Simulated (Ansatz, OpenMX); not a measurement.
## One calculation of MnSb, 4 ways

```
Sb Mn
1.0
     4.15000    0.00000    0.00000
    -2.07500    3.59401    0.00000
     0.00000    0.00000    5.78000
Sb Mn
2 2
Direct
  0.66667 0.33333 0.75000
  0.33333 0.66667 0.25000
  0.00000 0.00000 0.50000
  0.00000 0.00000 0.00000
```

Alike in all runs: task band structure; functional PBE; k mesh 7 × 7 × 5; occupations fermi-dirac, width 0.05 eV; collinear spin, ferromagnetic start; no spin-orbit coupling. Pressure is positive in compression and, in plane waves, holds the error of the finite cutoff, which Ansatz's Pulay term estimates and takes out.

```tsv
program and potentials	plane-wave cutoff (eV)	notes	pressure (GPa)	net moment per atom (μB)
OpenMX, OpenMX 2013 PBE set, Sb7.0-s3p2d2f1, Mn6.0-s3p2d2f1, grid cutoff 500 Ry	-	atomic basis	-0.02	1.70
Ansatz, all-electron LAPW, scalar-relativistic	-	-	-3.18	1.68
Ansatz, Ansatz NC	1306	-	-3.15	1.68
Ansatz, JTH PAW	1950	-	-3.11	1.68
```

The pressure spans -3.18 (Ansatz, all-electron LAPW, scalar-relativistic) to -0.02 GPa (OpenMX, OpenMX 2013 PBE set, Sb7.0-s3p2d2f1, Mn6.0-s3p2d2f1, grid cutoff 500 Ry), with all-electron results at -3.18. The net moment per atom spans 1.68 (Ansatz, Ansatz NC) to 1.70 μB (OpenMX, OpenMX 2013 PBE set, Sb7.0-s3p2d2f1, Mn6.0-s3p2d2f1, grid cutoff 500 Ry), with all-electron results at 1.68. The state is the one that the start led to, which needn't be the lowest. The pressure on the cell as given of OpenMX, OpenMX 2013 PBE set, Sb7.0-s3p2d2f1, Mn6.0-s3p2d2f1, grid cutoff 500 Ry lies far from the others; the cause wasn't traced. Rows in atomic bases carry the error of their basis and grid, which can be large.

The functional is the same throughout but for its coding, so the spread measures potentials, basis and numerics; runs on potential files found faulty are left out.
